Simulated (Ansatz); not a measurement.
# Dielectric response of GaN (110) films, part 5 of 6

How well do thin zincblende GaN (110) films screen a perpendicular field?

Ansatz 0.2.0; plane-wave DFT, PBEsol, Ansatz PAW.

So far. Step 26 (Atoms held, 18 atoms, units 9, field -0.05 V/Å): The dipole is -0.0502 e·Å, and the gap on the mesh 1.538 eV. Step 27 (Response with the atoms held, 18 atoms, units 9): The induced dipole is that of a conductor 12.70 Å thick.

## Step 28: Relaxing the film, 24 atoms, units 12

This step: plane-wave DFT, PBEsol, Ansatz PAW (Ansatz 0.2.0).

System of this step: GaN (110), 12 units. The cell holds 24 atoms: 12 Ga and 12 N. Its edges and angles: a = 3.182 Å, b = 4.500 Å, c = 35.501 Å, α = 90.0°, β = 90.0°, γ = 90.0°. It derives from GaN (zincblende GaN). Vacuum lies along c.

The next thickness, treated alike, so that differences show the interior and the faces cancel.

input.yaml reads:

```yaml
crystal:
  lattice:
    - [3.18198052, 0.0, 0.0]
    - [0.0, 4.5, 0.0]
    - [0.0, 0.0, 35.5008928344]
  atoms:
    - { symbol: Ga, position: [0.5, 0.5, 0.2535147508] }
    - { symbol: "N", position: [0.0, 0.75, 0.2535147508] }
    - { symbol: Ga, position: [0.0, 0.0, 0.2983302507] }
    - { symbol: "N", position: [0.5, 0.25, 0.2983302507] }
    - { symbol: Ga, position: [0.5, 0.5, 0.3431457505] }
    - { symbol: "N", position: [0.0, 0.75, 0.3431457505] }
    - { symbol: Ga, position: [0.0, 0.0, 0.3879612504] }
    - { symbol: "N", position: [0.5, 0.25, 0.3879612504] }
    - { symbol: Ga, position: [0.5, 0.5, 0.4327767502] }
    - { symbol: "N", position: [0.0, 0.75, 0.4327767502] }
    - { symbol: Ga, position: [0.0, 0.0, 0.4775922501] }
    - { symbol: "N", position: [0.5, 0.25, 0.4775922501] }
    - { symbol: Ga, position: [0.5, 0.5, 0.5224077499] }
    - { symbol: "N", position: [0.0, 0.75, 0.5224077499] }
    - { symbol: Ga, position: [0.0, 0.0, 0.5672232498] }
    - { symbol: "N", position: [0.5, 0.25, 0.5672232498] }
    - { symbol: Ga, position: [0.5, 0.5, 0.6120387496] }
    - { symbol: "N", position: [0.0, 0.75, 0.6120387496] }
    - { symbol: Ga, position: [0.0, 0.0, 0.6568542495] }
    - { symbol: "N", position: [0.5, 0.25, 0.6568542495] }
    - { symbol: Ga, position: [0.5, 0.5, 0.7016697493] }
    - { symbol: "N", position: [0.0, 0.75, 0.7016697493] }
    - { symbol: Ga, position: [0.0, 0.0, 0.7464852492] }
    - { symbol: "N", position: [0.5, 0.25, 0.7464852492] }
kpoints:
  mp_grid: { grid: [8, 6, 1] }
hamiltonian:
  xc: pbesol
scf:
  occupations: { method: fixed }
  convergence: { dr2_threshold: 1.0e-09 }
efield:
  axis: 3
  dipole_correction: true
  ramp_position: 0.97
  ramp_width: 0.06
relax:
  f_tol: 0.003
  max_steps: 100
output:
  write_potential: true
  write_density: true
  volumetric_format: npy
```

Command:

```
$ ansatz run input.yaml --threads 4 --pin off --max-ram 16384MiB --backend cpu --events-out ev --progress --plain --runs-dir out
```

Numbers of over 12 decimals in the logs are rounded to 6 here.

The log of the run:

```text
[...]
Crystal: 24 atoms, lattice volume = 508.334 Å³
Basis set: ecut = 420 eV, 9939 PW (Γ), exchange–correlation on 48×64×480 points (8 copies of the dense FFT grid, shifted against one another)
Bands: 132, of which v1, the nominal top of the filled ones, is band 108 counted from 1 (107 counted from 0)
Symmetry: 2 space group operations
[...]
- { symbol: Ga, position: [0.5, 0.495235, 0.612109] }
    - { symbol: N, position: [0.0, 0.745402, 0.611922] }
    - { symbol: Ga, position: [0.0, -0.00312964, 0.656362] }
    - { symbol: N, position: [0.5, 0.247103, 0.656903] }
    - { symbol: Ga, position: [0.5, 0.498043, 0.702929] }
    - { symbol: N, position: [0.0, 0.742958, 0.701856] }
    - { symbol: Ga, position: [0.0, 0.045300, 0.740409] }
    - { symbol: N, position: [0.5, 0.245396, 0.747232] }
[key lines of the parts left out:]
SCF converged after 7 iterations
Free energy (F): -49470.551888 eV
Fermi energy:    2.528546 eV
Dipole field:    D = -0.000000 V/Å  (p = -0.000000 e·Å, saw-weighted, corrected)
Work function:   Φ+ = 5.8126 eV   Φ− = 5.8125 eV
```

Wall time 5.9 min (4 threads of Arm Neoverse V1, shared host); peak memory 1.9 GiB.

The relaxation took 7 steps and lowered the energy by 0.93 eV; the largest force on the free atoms ends at 0.0021 eV/Å.

The gap is 1.55 eV, with the valence edge 5.81 eV and the conduction edge 4.27 eV under the upper vacuum level.

## Step 29: The relaxed film, single point, 24 atoms, units 12

The next thickness, treated alike, so that differences show the interior and the faces cancel.

input.yaml reads:

```yaml
crystal:
  lattice:
    - [3.18198052, 0.0, 0.0]
    - [0.0, 4.5, 0.0]
    - [0.0, 0.0, 35.5008928344]
  atoms:
    - { symbol: Ga, position: [0.5, 0.5453002457, 0.259590564] }
    - { symbol: "N", position: [0.0, 0.7453961092, 0.2527678441] }
    - { symbol: Ga, position: [0.0, -0.0019574731, 0.2970705256] }
    - { symbol: "N", position: [0.5, 0.2429579655, 0.298144438] }
    - { symbol: Ga, position: [0.5, 0.4968703626, 0.3436384699] }
    - { symbol: "N", position: [0.0, 0.7471029698, 0.3430971579] }
    - { symbol: Ga, position: [0.0, -0.0047653562, 0.3878913824] }
    - { symbol: "N", position: [0.5, 0.2454023387, 0.388077821] }
    - { symbol: Ga, position: [0.5, 0.4960661014, 0.4328599549] }
    - { symbol: "N", position: [0.0, 0.7458886689, 0.432823459] }
    - { symbol: Ga, position: [0.0, -0.0040706331, 0.4775942647] }
    - { symbol: "N", position: [0.5, 0.2458087086, 0.4776090127] }
    - { symbol: Ga, position: [0.5, 0.4959293665, 0.5224057353] }
    - { symbol: "N", position: [0.0, 0.7458087082, 0.5223909872] }
    - { symbol: Ga, position: [0.0, -0.0039338993, 0.5671400451] }
    - { symbol: "N", position: [0.5, 0.2458886681, 0.5671765409] }
    - { symbol: Ga, position: [0.5, 0.4952346424, 0.6121086176] }
    - { symbol: "N", position: [0.0, 0.7454023374, 0.611922179] }
    - { symbol: Ga, position: [0.0, -0.0031296388, 0.6563615301] }
    - { symbol: "N", position: [0.5, 0.2471029683, 0.6569028423] }
    - { symbol: Ga, position: [0.5, 0.4980425255, 0.7029294744] }
    - { symbol: "N", position: [0.0, 0.7429579637, 0.7018555621] }
    - { symbol: Ga, position: [0.0, 0.0453002437, 0.7404094359] }
    - { symbol: "N", position: [0.5, 0.2453961063, 0.7472321557] }
kpoints:
  mp_grid: { grid: [8, 6, 1] }
hamiltonian:
  xc: pbesol
scf:
  occupations: { method: fixed }
  convergence: { dr2_threshold: 1.0e-09 }
efield:
  axis: 3
  dipole_correction: true
  ramp_position: 0.97
  ramp_width: 0.06
output:
  eigenvalues: true
  write_potential: true
  write_density: true
  volumetric_format: npy
```

The log of the run:

```text
[...]
Crystal: 24 atoms, lattice volume = 508.334 Å³
Basis set: ecut = 420 eV, 9939 PW (Γ)
Bands: 132, of which v1, the nominal top of the filled ones, is band 108 counted from 1 (107 counted from 0)
Symmetry: 2 space group operations
k-points: 20 of 48 (time reversal used)
[...]
k-point 0: bands = [... 104 lower, 2.3150, 2.3555, 2.4754, 2.5286, 4.0747, 4.4780, 5.2403, 5.7578, ... 20 higher]
  k-point 1: bands = [... 104 lower, 2.1170, 2.1362, 2.4092, 2.4451, 4.8469, 4.9751, 5.4841, 5.9552, ... 20 higher]
  k-point 2: bands = [... 104 lower, 1.6846, 1.6850, 2.3109, 2.3117, 5.7544, 5.7598, 6.3080, 6.4695, ... 20 higher]
  k-point 19: bands = [... 104 lower, 1.3386, 1.3386, 2.2416, 2.2416, 5.8290, 5.8290, 7.3077, 7.3077, ... 20 higher]
[key lines of the parts left out:]
SCF converged after 11 iterations
Free energy (F): -49470.551899 eV
Fermi energy:    2.528576 eV
Dipole field:    D = 0.000000 V/Å  (p = 0.000001 e·Å, saw-weighted, corrected)
Work function:   Φ+ = 5.8125 eV   Φ− = 5.8125 eV
```

It took 76 s on 4 threads; peak memory 2.4 GiB.

The gap is 1.55 eV, with the valence edge 5.81 eV and the conduction edge 4.27 eV under the upper vacuum level.

## Step 30: Single point, 24 atoms, units 12, field 0.05 V/Å

input.yaml, as its differences from that of step 29:

```diff
@@ -36,3 +36,3 @@
   occupations: { method: fixed }
-  convergence: { dr2_threshold: 1.0e-09 }
+  convergence: { dr2_threshold: 1.0e-10 }
 efield:
@@ -42,4 +42,4 @@
   ramp_width: 0.06
+  amplitude: 0.05
 output:
-  eigenvalues: true
   write_potential: true
```

The log of the run:

```text
[...]
Crystal: 24 atoms, lattice volume = 508.334 Å³
Basis set: ecut = 420 eV, 9939 PW (Γ)
Bands: 132, of which v1, the nominal top of the filled ones, is band 108 counted from 1 (107 counted from 0)
Symmetry: 2 space group operations
k-points: 20 of 48 (time reversal used)
[...]
k-point 0: bands = [... 104 lower, 2.3049, 2.3764, 2.4459, 2.5598, 4.0691, 4.4817, 5.2403, 5.7550, ... 20 higher]
  k-point 1: bands = [... 104 lower, 2.1023, 2.1673, 2.3737, 2.4821, 4.8262, 4.9933, 5.4842, 5.9527, ... 20 higher]
  k-point 2: bands = [... 104 lower, 1.6942, 1.7000, 2.2494, 2.3732, 5.6827, 5.8308, 6.3034, 6.4683, ... 20 higher]
  k-point 19: bands = [... 104 lower, 1.3186, 1.3673, 2.1774, 2.3058, 5.7594, 5.8983, 7.2995, 7.3132, ... 20 higher]
[key lines of the parts left out:]
SCF converged after 15 iterations
Free energy (F): -49470.553548 eV
Fermi energy:    2.559814 eV
Dipole field:    D = 0.023486 V/Å  (p = 0.065978 e·Å, saw-weighted, corrected)
```

Elapsed: 91 s, on 4 threads; peak memory 2.3 GiB; 6 min of CPU time.

The dipole is 0.0660 e·Å, and the gap on the mesh 1.509 eV.

## Step 31: Single point, 24 atoms, units 12, field -0.05 V/Å

input.yaml, as its differences from that of step 30:

```diff
@@ -42,3 +42,3 @@
   ramp_width: 0.06
-  amplitude: 0.05
+  amplitude: -0.05
 output:
```

The log of the run:

```text
[...]
Crystal: 24 atoms, lattice volume = 508.334 Å³
Basis set: ecut = 420 eV, 9939 PW (Γ)
Bands: 132, of which v1, the nominal top of the filled ones, is band 108 counted from 1 (107 counted from 0)
Symmetry: 2 space group operations
k-points: 20 of 48 (time reversal used)
[...]
k-point 0: bands = [... 104 lower, 2.3049, 2.3764, 2.4459, 2.5598, 4.0691, 4.4817, 5.2403, 5.7550, ... 20 higher]
  k-point 1: bands = [... 104 lower, 2.1023, 2.1673, 2.3737, 2.4821, 4.8262, 4.9933, 5.4842, 5.9527, ... 20 higher]
  k-point 2: bands = [... 104 lower, 1.6942, 1.7000, 2.2494, 2.3732, 5.6827, 5.8308, 6.3034, 6.4683, ... 20 higher]
  k-point 19: bands = [... 104 lower, 1.3186, 1.3673, 2.1774, 2.3058, 5.7594, 5.8983, 7.2995, 7.3132, ... 20 higher]
[key lines of the parts left out:]
SCF converged after 15 iterations
Free energy (F): -49470.553548 eV
Fermi energy:    2.559814 eV
Dipole field:    D = -0.023486 V/Å  (p = -0.065978 e·Å, saw-weighted, corrected)
```

It took 93 s on 4 threads; peak memory 2.3 GiB.

The dipole is -0.0660 e·Å, and the gap on the mesh 1.509 eV.

## Step 32: Response with the atoms held, 24 atoms, units 12

This step: plane-wave DFT, PBEsol, Ansatz PAW; response to a field along the normal, atoms held (Ansatz 0.2.0).

Local field over the applied field, running mean. From the potentials at -0.05 and 0.05 V/Å; running mean over 1.591 Å, taken twice. Table of local field over applied field by z:

```tsv
z (Å)	local field over applied field
4	1.000
5	0.998
6	0.979
7	0.869
8	0.559
9	0.225
10	0.124
11	0.150
12	0.157
13	0.156
14	0.162
15	0.164
16	0.164
17	0.165
18	0.165
19	0.164
20	0.164
21	0.164
22	0.159
23	0.155
24	0.157
25	0.135
26	0.144
27	0.371
28	0.736
29	0.945
30	0.993
31	0.999
```

The induced dipole is that of a conductor 16.68 Å thick.

## Step 33: Field on, atoms free, 24 atoms, units 12, field 0.05 V/Å

This step: plane-wave DFT, PBEsol, Ansatz PAW (Ansatz 0.2.0).

The same pair of relaxations in the field for this thickness.

input.yaml, as its differences from that of step 31:

```diff
@@ -42,3 +42,6 @@
   ramp_width: 0.06
-  amplitude: -0.05
+  amplitude: 0.05
+relax:
+  f_tol: 0.0006
+  max_steps: 70
 output:
```

The log of the run:

```text
[...]
Crystal: 24 atoms, lattice volume = 508.334 Å³
Basis set: ecut = 420 eV, 9939 PW (Γ), exchange–correlation on 48×64×480 points (8 copies of the dense FFT grid, shifted against one another)
Bands: 132, of which v1, the nominal top of the filled ones, is band 108 counted from 1 (107 counted from 0)
Symmetry: 2 space group operations
k-points: 20 of 48 (time reversal used)
[...]
- { symbol: Ga, position: [0.5, 0.495123, 0.612125] }
    - { symbol: N, position: [0.0, 0.745292, 0.611913] }
    - { symbol: Ga, position: [0.0, -0.00326907, 0.656385] }
    - { symbol: N, position: [0.5, 0.246947, 0.656887] }
    - { symbol: Ga, position: [0.5, 0.497920, 0.702936] }
    - { symbol: N, position: [0.0, 0.742831, 0.701848] }
    - { symbol: Ga, position: [0.0, 0.045113, 0.740439] }
    - { symbol: N, position: [0.5, 0.245200, 0.747195] }
[key lines of the parts left out:]
SCF converged after 5 iterations
Free energy (F): -49470.553683 eV
Fermi energy:    2.541992 eV
Dipole field:    D = 0.025554 V/Å  (p = 0.071787 e·Å, saw-weighted, corrected)
```

The job ended after 3.9 min (4 threads; peak memory 1.9 GiB; 15 min of CPU time).

The relaxation took 5 steps and lowered the energy by 1.5e-4 eV; the largest force on the free atoms ends at 2.2e-4 eV/Å.

The dipole is 0.0718 e·Å, and the gap on the mesh 1.531 eV.

## Step 34: Relaxing in the field, 24 atoms, units 12, field -0.05 V/Å

The opposite sign, again from the field-free geometry; the difference of the two cancels what relaxes without a field.

input.yaml, as its differences from that of step 33:

```diff
@@ -42,3 +42,3 @@
   ramp_width: 0.06
-  amplitude: 0.05
+  amplitude: -0.05
 relax:
```

The log of the run:

```text
[...]
Crystal: 24 atoms, lattice volume = 508.334 Å³
Basis set: ecut = 420 eV, 9939 PW (Γ), exchange–correlation on 48×64×480 points (8 copies of the dense FFT grid, shifted against one another)
Bands: 132, of which v1, the nominal top of the filled ones, is band 108 counted from 1 (107 counted from 0)
Symmetry: 2 space group operations
k-points: 20 of 48 (time reversal used)
[...]
- { symbol: Ga, position: [0.5, 0.495315, 0.612099] }
    - { symbol: N, position: [0.0, 0.745479, 0.611937] }
    - { symbol: Ga, position: [0.0, -0.00298842, 0.656345] }
    - { symbol: N, position: [0.5, 0.247237, 0.656927] }
    - { symbol: Ga, position: [0.5, 0.498245, 0.702921] }
    - { symbol: N, position: [0.0, 0.743131, 0.701862] }
    - { symbol: Ga, position: [0.0, 0.045530, 0.740372] }
    - { symbol: N, position: [0.5, 0.245649, 0.747265] }
[key lines of the parts left out:]
SCF converged after 5 iterations
Free energy (F): -49470.553683 eV
Fermi energy:    2.541992 eV
Dipole field:    D = -0.025554 V/Å  (p = -0.071787 e·Å, saw-weighted, corrected)
```

The job ended after 3.9 min (4 threads; peak memory 1.9 GiB; 15 min of CPU time).

The relaxation took 5 steps and lowered the energy by 1.5e-4 eV; the largest force on the free atoms ends at 2.2e-4 eV/Å.

The dipole is -0.0718 e·Å, and the gap on the mesh 1.531 eV.

## Step 35: Response with the atoms relaxed, 24 atoms, units 12

This step: plane-wave DFT, PBEsol, Ansatz PAW; response to a field along the normal, atoms relaxed (Ansatz 0.2.0).

Local field over the applied field, running mean. From the potentials at -0.05 and 0.05 V/Å; running mean over 1.591 Å, taken twice. Local field over applied field against z:

```tsv
z (Å)	local field over applied field
4	1.000
5	0.998
6	0.981
7	0.856
8	0.520
9	0.139
10	0.0240
11	0.120
12	0.0888
13	0.0767
14	0.100
15	0.0935
16	0.0865
17	0.0940
18	0.0970
19	0.0913
20	0.0900
21	0.103
22	0.0922
23	0.0731
24	0.115
25	0.0697
26	0.0110
27	0.297
28	0.700
29	0.947
30	0.993
31	0.999
```

The induced dipole is that of a conductor 18.14 Å thick.

## Step 36: Relaxing the film, 32 atoms, units 16

This step: plane-wave DFT, PBEsol, Ansatz PAW (Ansatz 0.2.0).

System of this step: GaN (110), 16 units. The cell holds 32 atoms: 16 Ga and 16 N. Its edges and angles: a = 3.182 Å, b = 4.500 Å, c = 41.865 Å, α = 90.0°, β = 90.0°, γ = 90.0°. It derives from GaN (zincblende GaN). Vacuum lies along c.

The next thickness, treated alike, so that differences show the interior and the faces cancel.

input.yaml reads:

```yaml
crystal:
  lattice:
    - [3.18198052, 0.0, 0.0]
    - [0.0, 4.5, 0.0]
    - [0.0, 0.0, 41.864853865]
  atoms:
    - { symbol: Ga, position: [0.5, 0.5, 0.2149774613] }
    - { symbol: "N", position: [0.0, 0.75, 0.2149774613] }
    - { symbol: Ga, position: [0.0, 0.0, 0.2529804664] }
    - { symbol: "N", position: [0.5, 0.25, 0.2529804664] }
    - { symbol: Ga, position: [0.5, 0.5, 0.2909834716] }
    - { symbol: "N", position: [0.0, 0.75, 0.2909834716] }
    - { symbol: Ga, position: [0.0, 0.0, 0.3289864768] }
    - { symbol: "N", position: [0.5, 0.25, 0.3289864768] }
    - { symbol: Ga, position: [0.5, 0.5, 0.3669894819] }
    - { symbol: "N", position: [0.0, 0.75, 0.3669894819] }
    - { symbol: Ga, position: [0.0, 0.0, 0.4049924871] }
    - { symbol: "N", position: [0.5, 0.25, 0.4049924871] }
    - { symbol: Ga, position: [0.5, 0.5, 0.4429954923] }
    - { symbol: "N", position: [0.0, 0.75, 0.4429954923] }
    - { symbol: Ga, position: [0.0, 0.0, 0.4809984974] }
    - { symbol: "N", position: [0.5, 0.25, 0.4809984974] }
    - { symbol: Ga, position: [0.5, 0.5, 0.5190015026] }
    - { symbol: "N", position: [0.0, 0.75, 0.5190015026] }
    - { symbol: Ga, position: [0.0, 0.0, 0.5570045077] }
    - { symbol: "N", position: [0.5, 0.25, 0.5570045077] }
    - { symbol: Ga, position: [0.5, 0.5, 0.5950075129] }
    - { symbol: "N", position: [0.0, 0.75, 0.5950075129] }
    - { symbol: Ga, position: [0.0, 0.0, 0.6330105181] }
    - { symbol: "N", position: [0.5, 0.25, 0.6330105181] }
    - { symbol: Ga, position: [0.5, 0.5, 0.6710135232] }
    - { symbol: "N", position: [0.0, 0.75, 0.6710135232] }
    - { symbol: Ga, position: [0.0, 0.0, 0.7090165284] }
    - { symbol: "N", position: [0.5, 0.25, 0.7090165284] }
    - { symbol: Ga, position: [0.5, 0.5, 0.7470195336] }
    - { symbol: "N", position: [0.0, 0.75, 0.7470195336] }
    - { symbol: Ga, position: [0.0, 0.0, 0.7850225387] }
    - { symbol: "N", position: [0.5, 0.25, 0.7850225387] }
kpoints:
  mp_grid: { grid: [8, 6, 1] }
hamiltonian:
  xc: pbesol
scf:
  occupations: { method: fixed }
  convergence: { dr2_threshold: 1.0e-09 }
efield:
  axis: 3
  dipole_correction: true
  ramp_position: 0.97
  ramp_width: 0.06
relax:
  f_tol: 0.003
  max_steps: 100
output:
  write_potential: true
  write_density: true
  volumetric_format: npy
```

The log of the run:

```text
[...]
Crystal: 32 atoms, lattice volume = 599.459 Å³
Basis set: ecut = 420 eV, 11735 PW (Γ), exchange–correlation on 48×64×576 points (8 copies of the dense FFT grid, shifted against one another)
Bands: 176, of which v1, the nominal top of the filled ones, is band 144 counted from 1 (143 counted from 0)
Symmetry: 2 space group operations
[...]
- { symbol: Ga, position: [-6.80961491400024e-19, -0.00210947, 0.708550] }
    - { symbol: N, position: [0.5, 0.248110, 0.709010] }
    - { symbol: Ga, position: [0.5, 0.499094, 0.748036] }
    - { symbol: N, position: [1.5401304211599566e-19, 0.743991, 0.747125] }
    - { symbol: Ga, position: [-7.605749088274029e-18, 0.046322, 0.779816] }
    - { symbol: N, position: [0.5, 0.246427, 0.785603] }
[key lines of the parts left out:]
SCF converged after 6 iterations
Free energy (F): -65961.892329 eV
Fermi energy:    3.624386 eV
Dipole field:    D = -0.000000 V/Å  (p = -0.000000 e·Å, saw-weighted, corrected)
Work function:   Φ+ = 5.8136 eV   Φ− = 5.8136 eV
```

The job ended after 10 min (4 threads; peak memory 2.8 GiB).

Running mean over 1.591 Å of the planar mean; the ramp of the sawtooth is left out. Electron's electrostatic potential energy less the highest filled level against z:

```tsv
z (Å)	electron's electrostatic potential energy less the highest filled level (eV)
4	5.81
5	5.81
6	5.81
7	5.68
8	3.03
9	-3.37
10	-5.31
11	-4.47
12	-4.35
13	-4.55
14	-4.51
15	-4.49
16	-4.52
17	-4.51
18	-4.51
19	-4.51
20	-4.51
21	-4.51
22	-4.51
23	-4.51
24	-4.51
25	-4.51
26	-4.51
27	-4.49
28	-4.52
29	-4.54
30	-4.31
31	-4.59
32	-5.26
33	-2.76
34	3.85
35	5.72
36	5.81
37	5.81
38	5.81
```

The relaxation took 7 steps and lowered the energy by 0.93 eV; the largest force on the free atoms ends at 0.0015 eV/Å.

The gap is 1.54 eV, with the valence edge 5.81 eV and the conduction edge 4.27 eV under the upper vacuum level.

## Step 37: Side by side

Times are for 4 threads of Arm Neoverse V1, shared host. The series side by side:

```tsv
no.	units	gap by band count (eV)	ionisation energy, upper face (eV)	electron affinity, upper face (eV)	time	memory (GiB)
1	5	1.548	5.819	4.270	57 s	0.88
2	6	1.588	5.838	4.250	76 s	0.99
3	8	1.585	5.845	4.260	2.2 min	1.3
4	9	1.556	5.822	4.266	3.2 min	1.4
5	12	1.546	5.813	4.266	5.9 min	1.9
6	16	1.544	5.814	4.269	10 min	2.8
```

The valence density, planar mean (5) oscillates, so the rows of the table below give means over windows of 1.49 Å about each position, cut where the curve ends. Its maxima inside the range that stand out by 2 % of the span (Å: e/Å³): 9.2: 1.55, 10.6: 1.60, 12.2: 1.59, 13.8: 1.60, 15.2: 1.55. Its minima: 9.9: 0.390, 11.4: 0.305, 13.0: 0.305, 14.5: 0.390.

The runs together. Table of valence density, planar mean by z; means over each step:

```tsv
z (Å)	5 (e/Å³)	6 (e/Å³)	8 (e/Å³)	9 (e/Å³)	12 (e/Å³)	16 (e/Å³)
5.21	3.2e-5	3.2e-5	3.1e-5	3.1e-5	3.2e-5	3.1e-5
6.70	0.00260	0.00261	0.00261	0.00262	0.00261	0.00259
8.19	0.238	0.237	0.239	0.236	0.238	0.236
9.68	0.895	0.904	0.899	0.900	0.897	0.894
11.17	0.739	0.727	0.728	0.730	0.730	0.730
12.66	0.772	0.792	0.789	0.791	0.788	0.794
14.15	0.874	0.788	0.800	0.803	0.797	0.806
15.64	0.685	0.865	0.819	0.809	0.809	0.811
17.13	0.0132	0.727	0.814	0.822	0.815	0.815
18.62	1.5e-4	0.0182	0.838	0.816	0.818	0.819
20.11	2.1e-6	2.0e-4	0.785	0.832	0.818	0.820
21.60	0	2.7e-6	0.0338	0.802	0.817	0.824
23.09	0	0	3.6e-4	0.0463	0.813	0.818
```

(Part 5 of 6 ends here.)

[Logs are printed without paths, hosts, clocks, repeated set-up lines and the standing remarks that a program may print on its own settings, such as how far it seeks lower states.]

[Hosts, paths, dates, database ids (printed as entryN), source tags and the programs' standing remarks are cut or masked in the printed files.]

[Maps of the electrostatic potential energy from Ansatz leave out the sawtooth potential of an applied field or a dipole correction, so their vacuum need not be flat; planar profiles and work functions include it.]
